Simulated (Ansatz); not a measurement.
# ZnS (F-43m) in Ansatz: notebook

The runs below take ZnS through band structure, single point, equation of state, with B3LYP.

Everything below comes from runs of Ansatz 0.2.0. Logs are shortened: lines on timing, memory, paths and dates and some standing lists are left out, and cuts for length are marked.

**The experiment to reproduce.**

“Electronic, vibrational, and thermodynamic properties of ZnS (zincblende and rocksalt structure)”, 2009, arxiv:0911.5022 quotes, for a bulk crystal of ZnS at 19 K: band gap 3.85 eV (direct).

The results are compared with them further down.

### 1 The crystal as given

The structure is cubic, space group F-43m (No. 216). The conventional cell has a = 5.404 Å, b = 5.404 Å, c = 5.404 Å, α = 90.00°, β = 90.00°, γ = 90.00°. Zn (site symmetry -43m) has 4 S at 2.34 Å as nearest neighbours. Around S (site symmetry -43m) lie 4 Zn at 2.34 Å.

### 2 Band structure, B3LYP

input.yaml reads:

```yaml
crystal:
  lattice:
    - [0.0, 2.702, 2.702]
    - [2.702, 0.0, 2.702]
    - [2.702, 2.702, 0.0]
  atoms:
    - { symbol: Zn, position: [0.75, 0.75, 0.75] }
    - { symbol: S, position: [0.0, 0.0, 0.0] }
hamiltonian:
  xc: b3lyp
  pseudopotentials: { kind: paw }
kpoints:
  mp_grid: { grid: [5, 5, 5] }
  band_path:
    path:
      - [[0.0, 0.0, 0.0], [0.5, 0.0, 0.5], [0.5, 0.25, 0.75], [0.375, 0.375, 0.75], [0.0, 0.0, 0.0], [0.5, 0.5, 0.5], [0.625, 0.25, 0.625], [0.5, 0.25, 0.75], [0.5, 0.5, 0.5], [0.375, 0.375, 0.75]]
      - [[0.625, 0.25, 0.625], [0.5, 0.0, 0.5]]
    npoints: 4
scf:
  occupations: { method: fermi_dirac, width: 0.05 }
  n_extra_bands: 6
output:
  forces: true
  stress: true
  eigenvalues: true
  fatbands: false
  write_density: true
  write_potential: true
  elf: true
  volumetric_format: npy
```

Potentials or basis: Ansatz PAW.

Started as:

```bash
ansatz run input.yaml --threads 2 --pin off --max-ram 5632MiB --backend cpu --events-out ev --progress --plain --runs-dir out
```

Log:

```text
Warning: output.stress: scf.convergence.dr2_threshold = 1e-7 eV (the SCF's general default) is looser than the 2e-10 eV advised for a printed stress (1e-10 eV for each atom of the cell: 2). What an SCF threshold leaves in a stress goes as its square root, and in the free energy as the threshold itself, and one threshold admits the most on a small cell: of the crystals measured, under no hybrid functional and no lock of the moments, on runs that ended without the residual-converged pass, on stresses that held no estimate of that error, the worst erred by over 100 MPa in a component at 1e-7 eV an atom and by under 5 at 1e-10. Set scf.convergence.dr2_threshold to 2e-10 eV or tighter. The threshold is an SCF's pass mark: one that does not reach it within its budget of iterations ends unconverged, or closes short of it on a stop that the run arms, and scf.convergence.dr2_threshold's page says what that costs each kind of run
Warning: output.stress: scf.exx.energy_threshold = 1e-6 eV is looser than the 2e-8 eV advised for a stress under a hybrid functional (1e-8 eV for each atom of the cell: 2). Every SCF of the exchange loop can meet its threshold on dr2 while the loop round them stops early: no threshold on dr2 bounds what that leaves in the stress. Set scf.exx.energy_threshold to 2e-8 eV or tighter. The threshold is the loop's pass mark: a loop that does not reach it within its budget of cycles ends unconverged, and scf.exx.energy_threshold's page has the law
Warning: RAYON_NUM_THREADS=2 ignored (pool sized by the plan → 2); use --threads N
scf.n_extra_bands = 6 over 9 filled bands (N_el = 18.0): the run solves 15 bands
Engine: ansatz 0.2.0, x86_64-unknown-linux-gnu
Pseudopotentials: kind: paw
Pseudopotential: Zn, paw, valence charge 12, recommended cutoff 420 eV (normal), Zn.paw.azcp
Pseudopotential: S, paw, valence charge 6, recommended cutoff 420 eV (normal), S.paw.azcp
Functional definition: B3LYP
  parameter a0 = 0.2
  parameter ax = 0.72
  parameter ac = 0.81
  exchange = (1 - a0 - ax)*slater_x + ax*b88_x + a0*exact_x
  correlation = (1 - ac)*vwn_rpa_c + ac*lyp_c
Crystal: 2 atoms, lattice volume = 39.454 Å³
Basis set: ecut = 420 eV, 749 PW (Γ), exchange–correlation on 54×54×54 points (8 copies of the dense FFT grid, shifted against one another)
Bands: 15, of which v1, the nominal top of the filled ones, is band 9 counted from 1 (8 counted from 0)
Symmetry: 24 space group operations
Space group: F-43m (ITA 216), of the structure as read, at distance tolerance 3.4e-5 Å
k-points: 10 of 125 (time reversal used)
Non-local potential: Zn, projectors of the file, l = 0: 2, l = 1: 2, l = 2: 3, l = 3: 1
Non-local potential: S, projectors of the file, l = 0: 2, l = 1: 2, l = 2: 2
PAW form: soft (Blöchl's): semilocal exchange-correlation on the pseudo side does not see the compensation charge
PAW frozen core: Zn, regenerated for the run's functional, and the local potential with it (the file was generated under x = pbe(κ = 0.804, μ = 0.2195149727645171), c = pbe(β = 0.06672455060314922))
PAW frozen core: S, regenerated for the run's functional, and the local potential with it (the file was generated under x = pbe(κ = 0.804, μ = 0.2195149727645171), c = pbe(β = 0.06672455060314922))
PAW one-centre angular grid: Zn, 590 points (default); XC on 64 Gauss nodes
PAW one-centre angular grid: S, 110 points (default); XC on 64 Gauss nodes
Initial density: superposition of atomic densities (neutral atoms: chi_scale 0, normalization atom), corrected by the library's trained network
Initial wavefunctions: pseudopotential atomic-orbital guess
Functional: x = 0.1 slater + 0.9 b88, c = 0.19 vwn_rpa + 0.81 lyp, warm-up for x = 0.08 slater + 0.72 b88 + 0.2 exact, c = 0.19 vwn_rpa + 0.81 lyp
SCF iter   1: F=—  HF=-4234.263274 eV  |F-HF|=—  |Δ(HF+E_count)|=         —  Δρ=5.75e-3  dr2=1.48e-2  ethr=1.77e-3  ⟨swp⟩=10.4  Hψ=805  notcnv=0
preconditioner: auto → none  [insulator: Δε(μ)=2.135 eV  Ē_g=14.064 eV  σ=0.050 eV  W_gap=1.00  n_scr=14 (ndim 8)  ℏωp=25.1 eV  f_vac=0.026  D(μ)=0.00/eV (n_scr^D=0)]
iter 2 solved again at ethr=3.50e-6 eV; its pass at ethr=8.21e-5 eV (dr2=6.29e-4 eV) is discarded
SCF iter   2: F=—  HF=-4234.257946 eV  |F-HF|=—  |Δ(HF+E_count)|=   5.33e-3  Δρ=1.89e-3  dr2=6.96e-4  ethr=3.50e-6  ⟨swp⟩=3.5  Hψ=669  notcnv=0
SCF iter   3: F=-4234.257554 eV  HF=-4234.257681 eV  |F-HF|=1.27e-4  |Δ(HF+E_count)|=   2.65e-4  Δρ=6.53e-4  dr2=1.73e-4  ethr=3.50e-6  ⟨swp⟩=3.0  Hψ=290  notcnv=0
SCF 1 stopped early in 3 iterations: F = -4234.257554 eV  dr2 = 1.73e-4
Initial density: handed on by an earlier stage of this run
Initial wavefunctions: those handed on with the density
Functional: x = 0.08 slater + 0.72 b88 + 0.2 exact, c = 0.19 vwn_rpa + 0.81 lyp
Frozen-core exchange: fock
SCF iter   1: F=—  HF=-4235.838889 eV  |F-HF|=—  |Δ(HF+E_count)|=         —  Δρ=1.70e-2  dr2=6.03e-2  ethr=9.64e-6  ⟨swp⟩=5.3  Hψ=683  notcnv=0
preconditioner: auto → none  [insulator: Δε(μ)=3.592 eV  Ē_g=16.828 eV  σ=0.050 eV  W_gap=1.00  n_scr=14 (ndim 8)  ℏωp=25.1 eV  f_vac=0.032  D(μ)=0.00/eV (n_scr^D=0)]
SCF iter   2: F=—  HF=-4235.822935 eV  |F-HF|=—  |Δ(HF+E_count)|=   1.60e-2  Δρ=2.81e-3  dr2=4.24e-3  ethr=9.64e-6  ⟨swp⟩=4.1  Hψ=522  notcnv=0
SCF iter   3: F=—  HF=-4235.818734 eV  |F-HF|=—  |Δ(HF+E_count)|=   4.20e-3  Δρ=2.54e-3  dr2=1.96e-3  ethr=9.64e-6  ⟨swp⟩=4.0  Hψ=426  notcnv=0
SCF iter   4: F=—  HF=-4235.818636 eV  |F-HF|=—  |Δ(HF+E_count)|=   9.80e-5  Δρ=5.53e-4  dr2=1.03e-3  ethr=5.95e-6  ⟨swp⟩=2.0  Hψ=240  notcnv=0
SCF iter   5: F=—  HF=-4235.825398 eV  |F-HF|=—  |Δ(HF+E_count)|=   6.76e-3  Δρ=1.49e-3  dr2=4.87e-4  ethr=3.83e-7  ⟨swp⟩=4.1  Hψ=417  notcnv=0
SCF iter   6: F=—  HF=-4235.825229 eV  |F-HF|=—  |Δ(HF+E_count)|=   1.69e-4  Δρ=1.75e-4  dr2=2.09e-5  ethr=3.83e-7  ⟨swp⟩=4.0  Hψ=380  notcnv=0
SCF iter   7: F=—  HF=-4235.825318 eV  |F-HF|=—  |Δ(HF+E_count)|=   8.87e-5  Δρ=1.61e-4  dr2=7.32e-6  ethr=3.10e-8  ⟨swp⟩=3.8  Hψ=391  notcnv=0
SCF iter   8: F=-4235.825315 eV  HF=-4235.825315 eV  |F-HF|=1.46e-7  |Δ(HF+E_count)|=   2.44e-6  Δρ=5.57e-6  dr2=8.36e-7  ethr=3.10e-8  ⟨swp⟩=3.0  Hψ=292  notcnv=0
SCF 2 stopped early in 8 iterations: F = -4235.825315 eV  dr2 = 8.36e-7
hybrid outer 1: dexx = +7.018e-3 eV, tail = 1.48e-5 eV
Frozen-core exchange: fock
SCF iter   1: F=—  HF=-4235.825057 eV  |F-HF|=—  |Δ(HF+E_count)|=         —  Δρ=6.85e-5  dr2=1.34e-6  ethr=4.11e-7  ⟨swp⟩=3.9  Hψ=359  notcnv=0
preconditioner: auto → none  [insulator: Δε(μ)=3.615 eV  Ē_g=16.600 eV  σ=0.050 eV  W_gap=1.00  n_scr=14 (ndim 8)  ℏωp=25.1 eV  f_vac=0.036  D(μ)=0.00/eV (n_scr^D=0)]
SCF iter   2: F=—  HF=-4235.825057 eV  |F-HF|=—  |Δ(HF+E_count)|=   1.70e-7  Δρ=9.43e-6  dr2=7.40e-8  ethr=5.67e-9  ⟨swp⟩=3.8  Hψ=340  notcnv=0
SCF iter   3: F=—  HF=-4235.825057 eV  |F-HF|=—  |Δ(HF+E_count)|=   3.51e-7  Δρ=1.19e-5  dr2=3.22e-8  ethr=7.28e-11  ⟨swp⟩=4.1  Hψ=470  notcnv=0
SCF iter   4: F=-4235.825057 eV  HF=-4235.825057 eV  |F-HF|=9.34e-10  |Δ(HF+E_count)|=   1.65e-8  Δρ=1.35e-6  dr2=1.50e-9  ethr=7.28e-11  ⟨swp⟩=3.9  Hψ=346  notcnv=0
SCF 3 converged in 4 iterations: F = -4235.825057 eV  dr2 = 1.50e-9
  Residual-converged pass: ⟨swp⟩=2.5  Hψ=236  notcnv=0  max |occ|·‖R‖ = 2.3e-6 eV (tolerance 2.4e-6 eV)  dr2=1.51e-9  dr2_onsite=9.10e-10  max |Δocc| = 3.9e-25
hybrid outer 2: dexx = +3.576e-7 eV, tail = 8.75e-9 eV, Δε = 2.17e-3 eV (about 6.52e-5 eV left of the loop's levels)
NSCF: frozen V_eff on 42 k-points
hybrid SCF converged: 2 outer / 12 inner (+3 warm-up), last move |dexx| = 3.58e-7 eV, tail = 8.75e-9 eV
Stability not checked: this state was not tested for a lower state beside it, because the functional holds exact exchange (a hybrid, or Hartree-Fock), whose exchange loop this test does not read (fock_operator; see scf.lower_state_search)
Free energy (F): -4235.825057 eV
Frozen-core exchange: fock
Harris-Foulkes:  -4235.825057 eV  (|F-HF|=9.34e-10)
Internal energy: -4235.825057 eV  (E = F + TS)
E sigma→0 (E₀):  -4235.825057 eV
Fermi energy:    6.909698 eV
--- Per-component energies (eV) ---
  E_band       = -24.711009
  E_kinetic    = 239.486579
  E_local      = -2050.512027  (includes V_loc(G=0)·N_el)
  E_nonlocal   = 645.595164
  E_hartree    = 862.279418
  E_xc         = -191.449007
  E_vxc        = -112.938093  (∫ρ·V_xc dr)
  E_exx        = -48.517119  (= α·E_x^exact, valence–valence)
  E_paw        = -2439.786073  (= ΣΔE_a)
  E_vpaw       = -373.867241  (= ΣTr[D̂ρ^β])
  E_aug_tail   = -0.000369  (compensation charges beyond the density's cutoff)
  E_ewald      = -1253.379294
  E_core_change = 0.457671  (= ΣΔE_core)
  E_smearing   = -0.000000  (= −TS)
  E_closure    = 0.000000  (closes the sum)
  Σ components = -4235.825057   (vs F -4235.825057, Δ=9.09e-13)
--- Forces (eV/Å), atoms counted from 1 ---
  atom   1  Zn     0.00000000    -0.00000000     0.00000000
  atom   2  S     -0.00000000     0.00000000     0.00000000
  max |Σ_I F_I| component: 5.09e-17 eV/Å
--- Stress (GPa, compression-positive) ---
        3.890384       0.000000      -0.000000
       -0.000000       3.890384       0.000000
       -0.000000       0.000000       3.890384
  P = ⅓ Tr σ = 3.8904 GPa (38.904 kbar)
--- Band table (eV; the first three rows and the last of 10) ---
  k-point 0: bands = ["-9.0372", "-2.6718", "-2.6718", "-2.6718", "-2.2376", "-2.2376", "5.0742", "5.0742", "5.0742", "8.6900", "13.1230", "13.1230", "13.1230", "18.5891", "18.5891"]
  k-point 1: bands = ["-8.7393", "-2.6281", "-2.6281", "-2.6099", "-2.2390", "-2.2390", "2.7984", "4.7282", "4.7282", "9.9958", "13.2674", "13.6558", "13.6558", "17.7039", "17.7039"]
  k-point 2: bands = ["-8.1824", "-2.5731", "-2.5731", "-2.2199", "-2.2199", "-2.2169", "0.0969", "4.2465", "4.2465", "9.9926", "13.7168", "13.7168", "15.3268", "18.7796", "19.2700"]
  k-point 9: bands = ["-7.8406", "-2.5125", "-2.4688", "-2.3149", "-2.2221", "-1.9284", "0.3617", "2.1197", "2.9527", "12.1363", "12.4544", "13.9509", "16.7414", "17.9462", "20.2343"]
```

It took 61 s on 2 threads of Intel Xeon Platinum 8488C (Sapphire Rapids), shared host; peak memory 0.82 GiB.

Results:

```yaml
Free_energy: -4235.8251 eV
Pressure: 3.9 GPa
Band_gap_on_the_k_mesh: 3.62 eV, direct
Band_gap_along_the_path: 3.62 eV, direct
```

Levels at the corners of the path, in eV from the valence-band top:
```tsv
point	band 6	band 7	band 8	band 9	band 10	band 11	band 12	band 13
Γ	-7.31	0.00	0.00	0.00	3.62	8.05	8.05	8.05
X	-7.04	-4.97	-2.31	-2.31	4.90	5.64	12.84	13.92
W	-6.88	-4.82	-2.91	-2.81	7.28	7.77	9.59	9.89
K	-6.93	-4.88	-3.28	-1.88	5.67	7.63	11.13	11.58
Γ	-7.31	0.00	0.00	0.00	3.62	8.05	8.05	8.05
L	-7.08	-5.54	-0.90	-0.90	4.86	8.58	8.58	10.66
U	-6.93	-4.88	-3.28	-1.88	5.67	7.63	11.13	11.58
W	-6.88	-4.82	-2.91	-2.81	7.28	7.77	9.59	9.89
L	-7.08	-5.54	-0.90	-0.90	4.86	8.58	8.58	10.66
K	-6.93	-4.88	-3.28	-1.88	5.67	7.63	11.13	11.58
U	-6.93	-4.88	-3.28	-1.88	5.67	7.63	11.13	11.58
X	-7.04	-4.97	-2.31	-2.31	4.90	5.64	12.84	13.92
```

Caveat: the PAW data sets come from PBE, with cores solved anew for the run's functional, which leaves a small shift of forces and pressure; the thresholds are loose for stress.

(Part 1 of 2 ends here.)
